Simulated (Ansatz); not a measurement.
# FeO (Wuestite) (R-3m) in Ansatz: single point with PBE

Aim: the single point of FeO (Wuestite) with PBE.

Everything below comes from runs of Ansatz 0.2.0. Logs are shortened: lines on timing, memory, paths and dates and some standing lists are left out, and cuts for length are marked.

## 1. The cell of the first run

It takes space group R-3m (No. 166, trigonal). Conventional cell: a = 3.038 Å, b = 3.038 Å, c = 7.559 Å, α = 90.00°, β = 90.00°, γ = 120.00°. Fe (site symmetry -3m) is surrounded by 6 O at 2.16 Å. Around O (site symmetry -3m) lie 6 Fe at 2.16 Å.

## 2. Single point, PBE, collinear spin, ferromagnetic start (the cell as VASP's run set it)

File input.yaml:

```yaml
crystal:
  lattice:
    - [3.06985759, 0.0, 0.0]
    - [1.5669755375, 2.639813116, 0.0]
    - [1.5669755375, 0.8921008073, 2.4845058738]
  atoms:
    - { symbol: Fe, position: [0.0, 0.0, 0.0], spin: 3.0 }
    - { symbol: O, position: [0.5, 0.5, 0.5] }
kpoints:
  mp_grid: { grid: [11, 11, 11] }
scf:
  occupations: { method: gaussian, width: 0.05 }
hamiltonian:
  xc: pbe
  pseudopotentials: { kind: all_electron, lapw: { basis_error: 0.001 } }
magnetization:
  spin_polarized: true
output:
  forces: true
  stress: true
  eigenvalues: true
```

Potentials or basis: all-electron LAPW, scalar-relativistic.

Launch:

```
$ ansatz run input.yaml --threads 2 --pin off --max-ram 6144MiB --backend cpu --events-out ev --progress --plain --runs-dir out
```

The program printed:

```text
Warning: RAYON_NUM_THREADS=2 ignored (pool sized by the plan → 2); use --threads N
LAPW: plane waves up to 9.556 Å⁻¹, error target 1.0e-3 eV per atom; small_component_spin mean_spin; O in spheres of 0.983 Å, 8 of its electrons in bands, Dirac shells []; Fe in spheres of 1.176 Å, 16 of its electrons in bands, Dirac shells [] (how accurate: hamiltonian.pseudopotentials.lapw.basis_error, Limitations)
Engine: ansatz 0.2.0, aarch64-unknown-linux-gnu
Pseudopotentials: kind: all_electron
Pseudopotential: Fe, LAPW, valence charge 16, lapw/all_electron/scalar/gaussian/Fe, Koelling and Harmon's equation, gaussian nucleus
Pseudopotential: O, LAPW, valence charge 8, lapw/all_electron/scalar/gaussian/O, Koelling and Harmon's equation, gaussian nucleus
Functional definition: PBE
  parameter kappa = 0.804
  parameter beta = 0.06672455060314922
  exchange = pbe_x(kappa = kappa, mu = beta*pi^2/3)
  correlation = pbe_c(beta = beta)
Crystal: 2 atoms, lattice volume = 20.134 Å³
Basis set: ecut = 347.95018706812755 eV, 289 PW (Γ), exchange–correlation at level 2
Bands: 18, of which v1, the nominal top of the filled ones, is band 12 counted from 1 (11 counted from 0)
Symmetry: 12 space group operations
Space group: R-3m (ITA 166), of the structure as read, at distance tolerance 2.7e-5 Å
Magnetic group: BNS 166.97 (UNI 1327), of the structure as read, at distance tolerance 2.7e-5 Å
k-points: 146 of 1331
Non-local potential: Fe, projectors of the file, none
Non-local potential: O, projectors of the file, none
Initial density: superposition of atomic densities (chi_scale 0.1, normalization cell, long waves kept (reshape's long-wave potential 0.00 eV rms))
Starting moments: Σ|m| = 3 μB on 1 of 2 sites
Initial wavefunctions: plane waves of lowest kinetic energy (no species holds an atomic orbital)
Functional: x = pbe(κ = 0.804, μ = 0.2195149727645171), c = pbe(β = 0.06672455060314922)
iter 1 solved again at ethr=7.70e-3 eV; its pass at ethr=1.00e-1 eV (dr2=1.85e0 eV) is discarded
SCF iter   1: F=—  HF=-36682.792164 eV  |F-HF|=—  |Δ(HF+E_count)|=         —  Δρ=6.43e-2 (↑5.55e-2 ↓6.43e-2)  dr2=1.85e0  dr2_m=2.92e-1  M=4.002 μB ∫|m|=4.003 μB  β_m=0.30  ethr=7.70e-3  ⟨swp⟩=2.0  Hψ=34198  notcnv=0
Mixer restart at iter 1: flushing history
preconditioner: auto → none  [metal: Δε(μ)=0.005 eV  Ē_g=14.066 eV  σ=0.050 eV  W_gap=0.06  n_scr=8 (ndim 8)  ℏωp=31.0 eV  f_vac=0.000  D(μ)=1.35/eV (n_scr^D=14)  sad-step TF]
SCF iter   2: F=—  HF=-36681.808598 eV  |F-HF|=—  |Δ(HF+E_count)|=   9.84e-1  Δρ=3.40e-2 (↑3.40e-2 ↓3.36e-2)  dr2=4.29e-1  dr2_m=1.30e-1  M=4.002 μB ∫|m|=4.003 μB  β_m=0.47  ethr=7.70e-3  ⟨swp⟩=2.0  Hψ=15476  notcnv=0
SCF iter   3: F=—  HF=-36681.757725 eV  |F-HF|=—  |Δ(HF+E_count)|=   5.09e-2  Δρ=1.87e-2 (↑1.73e-2 ↓1.87e-2)  dr2=2.46e-1  dr2_m=1.52e-2  M=4.002 μB ∫|m|=4.007 μB  β_m=0.49  ethr=1.79e-3  ⟨swp⟩=2.0  Hψ=15768  notcnv=0
iter 4 solved again at ethr=1.08e-5 eV; its pass at ethr=1.02e-3 eV (dr2=2.59e-3 eV) is discarded
SCF iter   4: F=—  HF=-36681.686195 eV  |F-HF|=—  |Δ(HF+E_count)|=         —  Δρ=3.77e-3 (↑3.77e-3 ↓3.68e-3)  dr2=2.59e-3  dr2_m=1.56e-3  M=4.000 μB ∫|m|=4.009 μB  β_m=0.49  ethr=1.08e-5  ⟨swp⟩=2.0  Hψ=25443  notcnv=0
Mixer restart at iter 4: flushing history
the basis was enlarged: its passes take 1.2 MiB over the memory plan, 2 of 2 planned eigensolver slots
SCF iter   5: F=—  HF=-36681.689240 eV  |F-HF|=—  |Δ(HF+E_count)|=   3.04e-3  Δρ=3.15e-3 (↑3.15e-3 ↓1.42e-3)  dr2=5.13e-3  dr2_m=2.35e-4  M=4.002 μB ∫|m|=4.012 μB  β_m=0.47  ethr=1.08e-5  ⟨swp⟩=3.0  Hψ=17002  notcnv=0
SCF iter   6: F=—  HF=-36681.686808 eV  |F-HF|=—  |Δ(HF+E_count)|=   2.43e-3  Δρ=1.41e-3 (↑1.41e-3 ↓1.18e-3)  dr2=2.41e-4  dr2_m=2.27e-4  M=4.001 μB ∫|m|=4.012 μB  β_m=0.58  ethr=1.08e-5  ⟨swp⟩=2.4  Hψ=14272  notcnv=0
SCF iter   7: F=—  HF=-36681.687562 eV  |F-HF|=—  |Δ(HF+E_count)|=   7.54e-4  Δρ=4.19e-4 (↑4.19e-4 ↓3.41e-4)  dr2=1.38e-5  dr2_m=2.27e-5  M=4.001 μB ∫|m|=4.013 μB  β_m=0.78  ethr=1.00e-6  ⟨swp⟩=2.6  Hψ=14725  notcnv=0
SCF iter   8: F=—  HF=-36681.687623 eV  |F-HF|=—  |Δ(HF+E_count)|=   6.13e-5  Δρ=8.82e-5 (↑3.26e-5 ↓8.82e-5)  dr2=4.47e-7  dr2_m=5.75e-7  M=4.001 μB ∫|m|=4.013 μB  β_m=0.65  ethr=5.74e-8  ⟨swp⟩=3.0  Hψ=15454  notcnv=0
SCF iter   9: F=—  HF=-36681.687623 eV  |F-HF|=—  |Δ(HF+E_count)|=   5.58e-7  Δρ=1.01e-5 (↑1.01e-5 ↓9.31e-6)  dr2=5.83e-8  dr2_m=3.36e-9  M=4.001 μB ∫|m|=4.014 μB  β_m=0.70  ethr=1.86e-9  ⟨swp⟩=3.0  Hψ=15803  notcnv=0
SCF iter  10: F=—  HF=-36681.687623 eV  |F-HF|=—  |Δ(HF+E_count)|=   5.95e-8  Δρ=3.92e-6 (↑2.41e-6 ↓3.92e-6)  dr2=4.52e-9  dr2_m=6.01e-10  M=4.001 μB ∫|m|=4.014 μB  β_m=0.85  ethr=2.43e-10  ⟨swp⟩=2.1  Hψ=14093  notcnv=0
SCF iter  11: F=-36681.687623 eV  HF=-36681.687623 eV  |F-HF|=1.27e-9  |Δ(HF+E_count)|=   2.20e-8  Δρ=1.83e-6 (↑3.32e-7 ↓1.83e-6)  dr2=4.07e-10  dr2_m=1.63e-10  M=4.001 μB ∫|m|=4.014 μB  ethr=1.88e-11  ⟨swp⟩=2.9  Hψ=14888  notcnv=0
SCF 1 converged in 11 iterations: F = -36681.687623 eV  dr2 = 4.07e-10
SCF converged after 11 iterations
Magnetization: 4.0011 μB (14.0006 up, 9.9994 down)
Absolute magnetization: 4.0136 μB (∫|ρ↑−ρ↓|)
Spin contamination: 0.0112 ħ² per cell (⟨S²⟩ above its minimum at these occupations)
Per-site moments (μB) at R_I (Å): [(3.626186621320805, 1.1764672422914453), (0.319593579134819, 0.9828898852936099)]
Free energy (F): -36681.687623 eV
Harris-Foulkes:  -36681.687623 eV  (|F-HF|=1.27e-9)
Internal energy: -36681.685628 eV  (E = F + TS)
E sigma→0 (E₀):  -36681.686625 eV
Entropy (-TS):   -0.001995 eV (-0.997 meV/atom)
Fermi energy:    14.623766 eV
--- Per-component energies (eV) ---
  E_band       = -1251.591155
  E_kinetic    = 37154.812763
  E_xc         = -1756.351268
  E_electrostatic = -72080.147123  (all electrons and nuclei)
  E_smearing   = -0.001995  (= −TS)
  E_closure    = 0.000000  (closes the sum)
  E_atoms      = -36665.908118  (free atoms, spherical and without spin; not in F)
  Σ components = -36681.687623   (vs F -36681.687623, Δ=0.00e0)
  Basis errors (estimates in eV, not in F): energy 3.7e-4 per atom: plane waves 3.4e-4 (1.8e-4 summed), levels above the bands 0.0e0, relativity 4.5e-8, radial functions 3.3e-5, core shells 2.2e-8; eigenvalues (radial functions only) 5.6e-5; not estimated: angular momenta, meshes, grids; target (lapw.basis_error) 1.0e-3; muffin-tin radii O 0.983 Å, Fe 1.176 Å
--- Forces (eV/Å), atoms counted from 1 ---
  atom   1  Fe    -0.00000000    -0.00000000     0.00000000
  atom   2  O      0.00000000     0.00000000    -0.00000000
  max |Σ_I F_I| component: 1.77e-30 eV/Å
--- Stress (GPa, compression-positive) ---
       -1.613271      -0.322504      -0.226863
       -0.322504      -1.230399      -0.129156
       -0.226863      -0.129156      -1.137648
  P = ⅓ Tr σ = -1.3271 GPa (-13.271 kbar)
--- Band table (eV; the first three rows and the last of 292) ---
  k-point 0 ↑: bands = ["-492.6350", "-75.2838", "-41.3233", "-41.3104", "-41.3104", "-6.1181", "10.7003", "10.7111", "10.7741", "10.7741", "10.7997", "10.7997", "10.9382", "10.9382", "14.5999", "29.8181", "31.2500", "31.6572"]
  k-point 1 ↑: bands = ["-492.6350", "-75.2834", "-41.3243", "-41.3142", "-41.3110", "-6.0364", "9.8909", "9.9508", "10.0183", "10.8036", "10.8441", "11.1301", "11.7139", "11.7453", "15.1879", "28.5289", "31.0414", "31.3762"]
  k-point 2 ↑: bands = ["-492.6350", "-75.2823", "-41.3295", "-41.3216", "-41.3127", "-5.8091", "8.6527", "9.1933", "9.2731", "10.9665", "11.0086", "11.3410", "12.5737", "12.5894", "16.3801", "26.5194", "30.0496", "30.3145"]
  k-point 145 ↓: bands = ["-492.3613", "-71.1116", "-37.3002", "-37.2532", "-37.2502", "-4.4356", "6.6965", "9.4141", "9.5368", "14.9223", "14.9846", "15.1493", "17.0214", "17.3470", "19.7855", "23.8243", "27.4129", "28.3181"]
```

Run time: 29 s. Hardware: 2 threads of Arm Neoverse V1, shared host; peak memory 0.62 GiB.

Results:

| Item | Value |
| --- | --- |
| Free energy | -36681.6876 eV |
| Pressure | -1.3 GPa |
| Band gap on the k mesh | none (metal or under the smearing width) |
| Net moment | 4.00 μB per cell |
| Absolute moment | 4.01 μB per cell |
| Site moments | Fe +3.63; O +0.32 μB |

Caveat: a cell with one magnetic atom can't hold antiferromagnetic order, which such compounds often take; semilocal functionals often make such compounds metallic where correlation or magnetic order opens a gap, which also shifts bond lengths.
